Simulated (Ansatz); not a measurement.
# C (Fd-3m) in Ansatz: a series of runs

The runs below take C through magnetic field, single point, equation of state, with BLYP+D3(BJ), PBE-PBEsol.

Everything below comes from runs of Ansatz 0.2.0. Logs are shortened: lines on timing, memory, paths and dates and some standing lists are left out, and cuts for length are marked.

## Step 1: Starting point

Symmetry: Fd-3m, No. 227, cubic system. The conventional cell has a = 3.567 Å, b = 3.567 Å, c = 3.567 Å, α = 90.00°, β = 90.00°, γ = 90.00°. C (site symmetry -43m) is surrounded by 4 C at 1.54 Å.

This isn't the form of C at room conditions, which is graphite.

## Step 2: Magnetic field, BLYP+D3(BJ), collinear spin, random start (volume scaled by 1.04)

File input.yaml:

```yaml
crystal:
  lattice:
    - [0.0, 1.806838086, 1.806838086]
    - [1.806838086, 0.0, 1.806838086]
    - [1.806838086, 1.806838086, 0.0]
  atoms:
    - { symbol: C, position: [0.75, 0.75, 0.75], spin: 0.85 }
    - { symbol: C, position: [0.5, 0.5, 0.5], spin: 0.15 }
kpoints:
  mp_grid: { grid: [13, 13, 13] }
scf:
  occupations: { method: cold, width: 0.1 }
hamiltonian:
  xc: blyp
  dispersion: d3bj
  pseudopotentials: { kind: all_electron, lapw: { basis_error: 0.001 } }
magnetization:
  spin_polarized: true
  initial_magnetization: 1.0
  spin_locking: { lock_magnetization: hard }
  magnetic_field: 1000
output:
  forces: true
  stress: true
  eigenvalues: true
```

Potentials or basis: all-electron LAPW, scalar-relativistic.

On the command line:

```
$ ansatz run input.yaml --threads 1 --pin off --max-ram 2560MiB --backend cpu --events-out ev --progress --plain --runs-dir out
```

Standard output:

```text
Warning: RAYON_NUM_THREADS=1 ignored (pool sized by the plan → 1); use --threads N
LAPW: plane waves up to 10.758 Å⁻¹, error target 1.0e-3 eV per atom; small_component_spin mean_spin; C in spheres of 0.782 Å, 6 of its electrons in bands, Dirac shells [] (how accurate: hamiltonian.pseudopotentials.lapw.basis_error, Limitations)
Engine: ansatz 0.2.0, x86_64-unknown-linux-gnu
Pseudopotentials: kind: all_electron
Pseudopotential: C, LAPW, valence charge 6, lapw/all_electron/scalar/gaussian/C, Koelling and Harmon's equation, gaussian nucleus
Functional definition: BLYP
  parameter beta = 0.0042
  parameter a = 0.04918
  parameter b = 0.132
  parameter c = 0.2533
  parameter d = 0.349
  exchange = b88_x(beta = beta)
  correlation = lyp_c(a = a, b = b, c = c, d = d)
Crystal: 2 atoms, lattice volume = 11.797 Å³
Basis set: ecut = 440.9312964527229 eV, 259 PW (Γ), exchange–correlation at level 2
Bands: 11, of which v1, the nominal top of the filled ones, is band 6 counted from 1 (5 counted from 0)
Symmetry: 24 space group operations
Space group: F-43m (ITA 216), of the structure as read, at distance tolerance 2.3e-5 Å
Magnetic group: BNS 216.74 (UNI 1576), of the structure as read, at distance tolerance 2.3e-5 Å
k-points: 84 of 2197 (time reversal used)
Non-local potential: C, projectors of the file, none
Initial density: superposition of atomic densities (chi_scale 0.1, normalization cell)
Starting moments: Σ|m| = 1 μB on 2 of 2 sites
Magnetic field: 1000 T along the axis of the moments, on the spin alone (57.8838 meV per μB along it)
Initial wavefunctions: plane waves of lowest kinetic energy (no species holds an atomic orbital)
Functional: x = b88, c = lyp
iter 1 solved again at ethr=8.78e-3 eV; its pass at ethr=1.00e-1 eV (dr2=1.05e0 eV) is discarded
SCF iter   1: F=—  HF=-2072.078994 eV  |F-HF|=—  |Δ(HF+E_count)|=         —  Δρ=6.20e-2 (↑6.20e-2 ↓4.97e-2)  dr2=1.06e0  dr2_m=2.41e-2  M=1.000 μB ∫|m|=1.000 μB  β_m=0.30  ethr=8.78e-3  ⟨swp⟩=2.0  Hψ=13247  notcnv=0
preconditioner: auto → none  [metal: Δε(μ)=0.015 eV  Ē_g=20.464 eV  σ=0.100 eV  W_gap=0.11  n_scr=0 (ndim 8)  ℏωp=30.6 eV  f_vac=0.000  D(μ)=0.71/eV (n_scr^D=8)]
SCF iter   2: F=—  HF=-2071.821171 eV  |F-HF|=—  |Δ(HF+E_count)|=   2.58e-1  S|Δr|=    0.00e0  Δρ=3.98e-2 (↑3.98e-2 ↓3.24e-2)  dr2=4.14e-1  dr2_m=1.41e-2  M=1.000 μB ∫|m|=1.000 μB  β_m=0.55  ethr=8.78e-3  ⟨swp⟩=2.5  Hψ=4806  notcnv=0  defer=2
iter 3 solved again at ethr=6.30e-6 eV; its pass at ethr=3.45e-3 eV (dr2=7.55e-4 eV) is discarded
SCF iter   3: F=—  HF=-2071.695133 eV  |F-HF|=—  |Δ(HF+E_count)|=   1.26e-1  S|Δr|=    0.00e0  Δρ=4.74e-3 (↑4.41e-3 ↓4.74e-3)  dr2=7.44e-4  dr2_m=1.54e-3  M=1.000 μB ∫|m|=1.000 μB  β_m=0.77  ethr=6.30e-6  ⟨swp⟩=2.6  Hψ=9338  notcnv=0
SCF iter   4: F=—  HF=-2071.697478 eV  |F-HF|=—  |Δ(HF+E_count)|=   2.35e-3  S|Δr|=    0.00e0  Δρ=1.12e-3 (↑1.12e-3 ↓6.34e-4)  dr2=2.31e-5  dr2_m=8.24e-5  M=1.000 μB ∫|m|=1.000 μB  β_m=0.89  ethr=6.20e-6  ⟨swp⟩=3.0  Hψ=4589  notcnv=0
SCF iter   5: F=—  HF=-2071.697594 eV  |F-HF|=—  |Δ(HF+E_count)|=   1.15e-4  S|Δr|=    0.00e0  Δρ=4.54e-4 (↑3.20e-4 ↓4.54e-4)  dr2=5.55e-5  dr2_m=5.86e-7  M=1.000 μB ∫|m|=1.000 μB  β_m=0.75  ethr=1.92e-7  ⟨swp⟩=2.5  Hψ=4166  notcnv=0
SCF iter   6: F=—  HF=-2071.697571 eV  |F-HF|=—  |Δ(HF+E_count)|=   2.26e-5  S|Δr|=    0.00e0  Δρ=1.71e-4 (↑1.71e-4 ↓7.59e-5)  dr2=3.89e-6  dr2_m=5.10e-7  M=1.000 μB ∫|m|=1.000 μB  β_m=0.74  ethr=1.92e-7  ⟨swp⟩=3.0  Hψ=4393  notcnv=0
SCF iter   7: F=—  HF=-2071.697571 eV  |F-HF|=—  |Δ(HF+E_count)|=   3.78e-7  S|Δr|=    0.00e0  Δρ=3.03e-5 (↑3.03e-5 ↓1.65e-5)  dr2=1.18e-7  dr2_m=1.89e-8  M=1.000 μB ∫|m|=1.000 μB  β_m=0.86  ethr=3.24e-8  ⟨swp⟩=2.4  Hψ=3999  notcnv=0
SCF iter   8: F=-2071.697571 eV  HF=-2071.697571 eV  |F-HF|=4.44e-10  |Δ(HF+E_count)|=   9.74e-9  S|Δr|=    0.00e0  Δρ=2.76e-6 (↑2.76e-6 ↓1.55e-6)  dr2=9.74e-10  dr2_m=1.90e-10  M=1.000 μB ∫|m|=1.000 μB  ethr=9.84e-10  ⟨swp⟩=2.5  Hψ=4072  notcnv=0
SCF 1 converged in 8 iterations: F = -2071.697571 eV  dr2 = 9.74e-10
this state was not tested for a lower state beside it, because cold or Methfessel-Paxton smearing, or corrected tetrahedra, fill the levels in a way that the test cannot read (fill_not_monotonic; see scf.lower_state_search)
SCF converged after 8 iterations
Magnetization: 1.0000 μB (6.5000 up, 5.5000 down)
Absolute magnetization: 1.0000 μB (∫|ρ↑−ρ↓|)
Spin contamination: 0.0000 ħ² per cell (⟨S²⟩ above its minimum at these occupations)
Per-site moments (μB) at R_I (Å): [(0.3240668658135428, 0.7823838298421942), (0.3240619098374644, 0.7823838298421942)]
Free energy (F): -2071.697571 eV
Harris-Foulkes:  -2071.697571 eV  (|F-HF|=4.44e-10)
Internal energy: -2071.697323 eV  (E = F + TS)
E sigma→0 (E₀):  -2071.697488 eV
Entropy (-TS):   -0.000247 eV (-0.124 meV/atom)
Fermi energy:    14.933416 (↑ 19.615825, ↓ 10.251007) eV
--- Per-component energies (eV) ---
  E_band       = -975.483898
  E_kinetic    = 2072.685011
  E_xc         = -296.095818
  E_zeeman     = -0.057884  (= −μ_B·B·M)
  E_electrostatic = -3847.518582  (all electrons and nuclei)
  E_disp       = -0.710051  (pairwise vdW)
  E_smearing   = -0.000247  (= −TS)
  E_closure    = 0.000000  (closes the sum)
  E_atoms      = -2058.136777  (free atoms, spherical and without spin; not in F)
  Σ components = -2071.697571   (vs F -2071.697571, Δ=0.00e0)
  Basis errors (estimates in eV, not in F): energy 5.9e-4 per atom: plane waves 5.6e-4 (3.5e-4 summed), levels above the bands 0.0e0, relativity 2.5e-8, radial functions 3.8e-5, core shells 0.0e0; eigenvalues (radial functions only) 4.1e-6; not estimated: angular momenta, meshes, grids; target (lapw.basis_error) 1.0e-3; muffin-tin radii C 0.782 Å
--- Forces (eV/Å), atoms counted from 1 ---
  atom   1  C     -0.00000000    -0.00000000    -0.00000000
  atom   2  C      0.00000000     0.00000000    -0.00000000
  max |Σ_I F_I| component: 9.25e-18 eV/Å
--- Stress (GPa, compression-positive) ---
       22.564846       0.000000      -0.000000
        0.000000      22.564846       0.000000
       -0.000000       0.000000      22.564846
  P = ⅓ Tr σ = 22.5648 GPa (225.648 kbar)
--- Band table (eV; the first three rows and the last of 168) ---
  k-point 0 ↑: bands = ["-253.8033", "-253.7935", "-8.0782", "12.4570", "12.4570", "12.4570", "18.1303", "18.1303", "18.1303", "24.8746", "32.0267"]
  k-point 1 ↑: bands = ["-253.8032", "-253.7936", "-7.9210", "11.4783", "12.2046", "12.2046", "18.4633", "18.4633", "18.6903", "25.0367", "32.2722"]
  k-point 2 ↑: bands = ["-253.8029", "-253.7939", "-7.4513", "9.3538", "11.6250", "11.6250", "19.2330", "19.2330", "19.6119", "25.5202", "32.8192"]
  k-point 83 ↓: bands = ["-253.4373", "-253.4364", "1.0946", "2.4868", "5.3813", "6.3065", "23.7132", "23.7891", "25.1271", "26.4499", "33.4056"]
```

It took 23 s on 1 thread of Intel Xeon Platinum 8259CL at 2.50GHz (Skylake/Cascade Lake), shared host; peak memory 0.34 GiB.

Results:

```yaml
Free_energy: -2071.6976 eV
Pressure: 22.6 GPa
Absolute_moment: 1.00 μB per cell
Site_moments: C +0.32 μB
```

Caveat: the total moment is fixed, so each spin has its own Fermi level.

## Step 3: Single point, PBE-PBEsol, collinear spin, random start, 5.33 Å³/atom (volume scaled by 0.94)

File input.yaml:

```yaml
crystal:
  lattice:
    - [0.0, 1.7469644787, 1.7469644787]
    - [1.7469644787, 0.0, 1.7469644787]
    - [1.7469644787, 1.7469644787, 0.0]
  atoms:
    - { symbol: C, position: [0.75, 0.75, 0.75], spin: 0.855 }
    - { symbol: C, position: [0.5, 0.5, 0.5], spin: 0.145 }
kpoints:
  mp_grid: { grid: [13, 13, 13] }
scf:
  occupations: { method: tetrahedron }
hamiltonian:
  xc: { exchange: pbe, correlation: pbesol }
  pseudopotentials: { kind: all_electron, lapw: { basis_error: 0.001 } }
magnetization:
  spin_polarized: true
  initial_magnetization: 1.0
  spin_locking: { lock_magnetization: hard }
output:
  forces: true
  stress: true
  eigenvalues: true
```

Potentials or basis: all-electron LAPW, scalar-relativistic.

On the command line:

```
$ ansatz run input.yaml --threads 1 --pin off --max-ram 2560MiB --backend cpu --events-out ev --progress --plain --runs-dir out
```

Standard output:

```text
Warning: output.forces, output.stress, relax.cell or npt_langevin: where a Kohn–Sham band that disperses or a degenerate level is filled in part under the method tetrahedron, the forces or the stress that this run publishes need not agree with its energy (scf.occupations.method in the input reference, under Limitations); prefer a smearing scheme for the forces or the stress
Warning: RAYON_NUM_THREADS=1 ignored (pool sized by the plan → 1); use --threads N
LAPW: plane waves up to 11.080 Å⁻¹, error target 1.0e-3 eV per atom; small_component_spin mean_spin; C in spheres of 0.756 Å, 6 of its electrons in bands, Dirac shells [] (how accurate: hamiltonian.pseudopotentials.lapw.basis_error, Limitations)
[... 3 set-up lines as earlier in the session ...]
Functional definition: unnamed
  exchange = pbe_x
  correlation = pbe_c(beta = 0.046)
davidson cushion auto → on  (no smearing: the cushion is to keep the highest requested band from converging to the state above it; pin scf.eigensolver.cushion to override)
Crystal: 2 atoms, lattice volume = 10.663 Å³
Basis set: ecut = 467.7170372410735 eV, 259 PW (Γ), exchange–correlation at level 2
Bands: 11, of which v1, the nominal top of the filled ones, is band 6 counted from 1 (5 counted from 0)
[... 1 set-up line as earlier in the session ...]
Space group: F-43m (ITA 216), of the structure as read, at distance tolerance 2.2e-5 Å
Magnetic group: BNS 216.74 (UNI 1576), of the structure as read, at distance tolerance 2.2e-5 Å
k-points: 84 of 2197 (time reversal used)
[... 2 set-up lines as earlier in the session ...]
Starting moments: Σ|m| = 1 μB on 2 of 2 sites
[... 1 set-up line as earlier in the session ...]
[... 18 lines left out ...]
Spin contamination: 0.0000 ħ² per cell (⟨S²⟩ above its minimum at these occupations)
Per-site moments (μB) at R_I (Å): [(0.3100951643644918, 0.7564577977595194), (0.31009532010941143, 0.7564577977595194)]
Free energy (F): -2070.840683 eV
Harris-Foulkes:  -2070.840683 eV  (|F-HF|=4.23e-11)
Internal energy: -2070.840560 eV  (E = F + TS)
E sigma→0 (E₀):  -2070.840683 eV
Entropy (-TS):   -0.000123 eV (-0.062 meV/atom)
Fermi energy:    16.359602 (↑ 21.391468, ↓ 11.327737) eV
--- Per-component energies (eV) ---
  E_band       = -960.551163
  E_kinetic    = 2076.960187
  E_xc         = -298.171662
  E_electrostatic = -3849.629085  (all electrons and nuclei)
  E_smearing   = -0.000123  (= −TS)
  E_closure    = 0.000000  (closes the sum)
  E_atoms      = -2056.970086  (free atoms, spherical and without spin; not in F)
  Σ components = -2070.840683   (vs F -2070.840683, Δ=0.00e0)
  Basis errors (estimates in eV, not in F): energy 6.4e-4 per atom: plane waves 5.9e-4 (3.7e-4 summed), levels above the bands 0.0e0, relativity 1.5e-8, radial functions 4.5e-5, core shells 0.0e0; eigenvalues (radial functions only) 4.5e-6; not estimated: angular momenta, meshes, grids; target (lapw.basis_error) 1.0e-3; muffin-tin radii C 0.756 Å
--- Forces (eV/Å), atoms counted from 1 ---
  atom   1  C     -0.00000000    -0.00000000     0.00000000
  atom   2  C      0.00000000     0.00000000     0.00000000
  max |Σ_I F_I| component: 1.85e-17 eV/Å
--- Stress (GPa, compression-positive) ---
       74.115404      -0.000000       0.000000
       -0.000000      74.115404       0.000000
        0.000000       0.000000      74.115404
  P = ⅓ Tr σ = 74.1154 GPa (741.154 kbar)
--- Band table (eV; the first three rows and the last of 168) ---
  k-point 0 ↑: bands = ["-251.5945", "-251.5789", "-8.1227", "13.9706", "13.9706", "13.9706", "19.8547", "19.8547", "19.8547", "28.7126", "34.3469"]
  k-point 1 ↑: bands = ["-251.5943", "-251.5790", "-7.9530", "12.8825", "13.6809", "13.6809", "20.2355", "20.2355", "20.5266", "28.8135", "34.6173"]
  k-point 2 ↑: bands = ["-251.5938", "-251.5795", "-7.4456", "10.5559", "13.0264", "13.0264", "21.0997", "21.0997", "21.6720", "29.1035", "35.2161"]
  k-point 83 ↓: bands = ["-251.3357", "-251.3343", "1.8130", "3.3100", "5.8255", "6.8400", "25.5250", "25.7036", "27.8785", "29.1266", "36.2277"]
```

It took 18 s on 1 thread of Intel Xeon Platinum 8259CL at 2.50GHz (Skylake/Cascade Lake), shared host; peak memory 0.34 GiB.

What came out:

```yaml
Free_energy: -2070.8407 eV
Pressure: 74.1 GPa
Absolute_moment: 1.00 μB per cell
Site_moments: C +0.31 μB
```

Caveat: the total moment is fixed, so each spin has its own Fermi level; with tetrahedron occupations forces and stress needn't match the slope of the energy.

## Step 4: Single point, PBE-PBEsol, collinear spin, random start, 5.44 Å³/atom (volume scaled by 0.96)

input.yaml, as its differences from that of step 3:

```diff
@@ -2,5 +2,5 @@
   lattice:
-    - [0.0, 1.7469644787, 1.7469644787]
-    - [1.7469644787, 0.0, 1.7469644787]
-    - [1.7469644787, 1.7469644787, 0.0]
+    - [0.0, 1.7592674508, 1.7592674508]
+    - [1.7592674508, 0.0, 1.7592674508]
+    - [1.7592674508, 1.7592674508, 0.0]
   atoms:
```

On the command line:

```
$ ansatz run input.yaml --threads 1 --pin off --max-ram 2560MiB --backend cpu --events-out ev --progress --plain --runs-dir out
```

Wall time 19 s (1 thread of Intel Xeon Platinum 8259CL at 2.50GHz (Skylake/Cascade Lake), shared host); peak memory 0.34 GiB.

Results (log left out):

```yaml
Free_energy: -2070.9368 eV
Pressure: 62.0 GPa
Absolute_moment: 1.00 μB per cell
Site_moments: C +0.31 μB
```

Caveat: the total moment is fixed, so each spin has its own Fermi level; with tetrahedron occupations forces and stress needn't match the slope of the energy.

## Step 5: Single point, PBE-PBEsol, collinear spin, random start, 5.56 Å³/atom (volume scaled by 0.98)

input.yaml, as its differences from that of step 4:

```diff
@@ -2,5 +2,5 @@
   lattice:
-    - [0.0, 1.7592674508, 1.7592674508]
-    - [1.7592674508, 0.0, 1.7592674508]
-    - [1.7592674508, 1.7592674508, 0.0]
+    - [0.0, 1.7714007132, 1.7714007132]
+    - [1.7714007132, 0.0, 1.7714007132]
+    - [1.7714007132, 1.7714007132, 0.0]
   atoms:
```

On the command line:

```
$ ansatz run input.yaml --threads 1 --pin off --max-ram 2560MiB --backend cpu --events-out ev --progress --plain --runs-dir out
```

Wall time 20 s (1 thread of Intel Xeon Platinum 8259CL at 2.50GHz (Skylake/Cascade Lake), shared host); peak memory 0.34 GiB.

It converged, with:

| Property | Result |
| --- | --- |
| Free energy | -2071.0165 eV |
| Pressure | 50.9 GPa |
| Absolute moment | 1.00 μB per cell |
| Site moments | C +0.31 μB |

Caveat: the total moment is fixed, so each spin has its own Fermi level; with tetrahedron occupations forces and stress needn't match the slope of the energy.

## Step 6: Single point, PBE-PBEsol, collinear spin, random start, 5.67 Å³/atom

input.yaml, as its differences from that of step 5:

```diff
@@ -2,5 +2,5 @@
   lattice:
-    - [0.0, 1.7714007132, 1.7714007132]
-    - [1.7714007132, 0.0, 1.7714007132]
-    - [1.7714007132, 1.7714007132, 0.0]
+    - [0.0, 1.78337, 1.78337]
+    - [1.78337, 0.0, 1.78337]
+    - [1.78337, 1.78337, 0.0]
   atoms:
```

Potentials or basis: all-electron LAPW, scalar-relativistic.

On the command line:

```
$ ansatz run input.yaml --threads 1 --pin off --max-ram 2560MiB --backend cpu --events-out ev --progress --plain --runs-dir out
```

Wall time 20 s (1 thread of Intel Xeon Platinum 8259CL at 2.50GHz (Skylake/Cascade Lake), shared host); peak memory 0.34 GiB.

It converged, with:

| Item | Value |
| --- | --- |
| Free energy | -2071.0812 eV |
| Pressure | 40.7 GPa |
| Absolute moment | 1.00 μB per cell |
| Site moments | C +0.31 μB |

Caveat: the total moment is fixed, so each spin has its own Fermi level; with tetrahedron occupations forces and stress needn't match the slope of the energy.

## Step 7: Single point, PBE-PBEsol, collinear spin, random start, 5.79 Å³/atom (volume scaled by 1.02)

input.yaml, as its differences from that of step 6:

```diff
@@ -2,5 +2,5 @@
   lattice:
-    - [0.0, 1.78337, 1.78337]
-    - [1.78337, 0.0, 1.78337]
-    - [1.78337, 1.78337, 0.0]
+    - [0.0, 1.7951807415, 1.7951807415]
+    - [1.7951807415, 0.0, 1.7951807415]
+    - [1.7951807415, 1.7951807415, 0.0]
   atoms:
```

On the command line:

```
$ ansatz run input.yaml --threads 1 --pin off --max-ram 2560MiB --backend cpu --events-out ev --progress --plain --runs-dir out
```

Run time: 20 s. Hardware: 1 thread of Intel Xeon Platinum 8259CL at 2.50GHz (Skylake/Cascade Lake), shared host; peak memory 0.34 GiB.

The run converged. Its results:

```yaml
Free_energy: -2071.1321 eV
Pressure: 31.4 GPa
Absolute_moment: 1.00 μB per cell
Site_moments: C +0.32 μB
```

Caveat: the total moment is fixed, so each spin has its own Fermi level; with tetrahedron occupations forces and stress needn't match the slope of the energy.

## Step 8: Single point, PBE-PBEsol, collinear spin, random start, 5.90 Å³/atom (volume scaled by 1.04)

input.yaml, as its differences from that of step 7:

```diff
@@ -2,5 +2,5 @@
   lattice:
-    - [0.0, 1.7951807415, 1.7951807415]
-    - [1.7951807415, 0.0, 1.7951807415]
-    - [1.7951807415, 1.7951807415, 0.0]
+    - [0.0, 1.806838086, 1.806838086]
+    - [1.806838086, 0.0, 1.806838086]
+    - [1.806838086, 1.806838086, 0.0]
   atoms:
```

On the command line:

```
$ ansatz run input.yaml --threads 1 --pin off --max-ram 2560MiB --backend cpu --events-out ev --progress --plain --runs-dir out
```

Wall time 20 s (1 thread of Intel Xeon Platinum 8259CL at 2.50GHz (Skylake/Cascade Lake), shared host); peak memory 0.34 GiB.

Results (log left out):

```yaml
Free_energy: -2071.1705 eV
Pressure: 23.0 GPa
Absolute_moment: 1.00 μB per cell
Site_moments: C +0.32 μB
```

Caveat: the total moment is fixed, so each spin has its own Fermi level; with tetrahedron occupations forces and stress needn't match the slope of the energy.

## Step 9: Single point, PBE-PBEsol, collinear spin, random start, 6.01 Å³/atom (volume scaled by 1.06)

input.yaml, as its differences from that of step 8:

```diff
@@ -2,5 +2,5 @@
   lattice:
-    - [0.0, 1.806838086, 1.806838086]
-    - [1.806838086, 0.0, 1.806838086]
-    - [1.806838086, 1.806838086, 0.0]
+    - [0.0, 1.8183469191, 1.8183469191]
+    - [1.8183469191, 0.0, 1.8183469191]
+    - [1.8183469191, 1.8183469191, 0.0]
   atoms:
```

Potentials or basis: all-electron LAPW, scalar-relativistic.

On the command line:

```
$ ansatz run input.yaml --threads 1 --pin off --max-ram 2560MiB --backend cpu --events-out ev --progress --plain --runs-dir out
```

Wall time 20 s (1 thread of Intel Xeon Platinum 8259CL at 2.50GHz (Skylake/Cascade Lake), shared host); peak memory 0.34 GiB.

It converged, with:

```
Free energy     : -2071.1974 eV
Pressure        : 15.2 GPa
Absolute moment : 1.00 μB per cell
Site moments    : C +0.32 μB
```

Caveat: the total moment is fixed, so each spin has its own Fermi level; with tetrahedron occupations forces and stress needn't match the slope of the energy.

## Step 10: Equation of state, PBE-PBEsol, collinear spin, random start

No new run: the results of the series are fitted here.

Results:

```yaml
Equilibrium_volume: "6.27 Å³/atom (rough: see the caveat)"
Bulk_modulus: 337 GPa (rough)
```

Energy against volume, from the lowest point:
```tsv
volume (Å³/atom)	energy (meV/atom)
5.332	178.36
5.445	130.28
5.558	90.44
5.672	58.10
5.785	32.63
5.899	13.45
6.012	0.00
```

Caveat: the minimum lies outside the volumes run; the total moment is fixed, so each spin has its own Fermi level; with tetrahedron occupations forces and stress needn't match the slope of the energy.
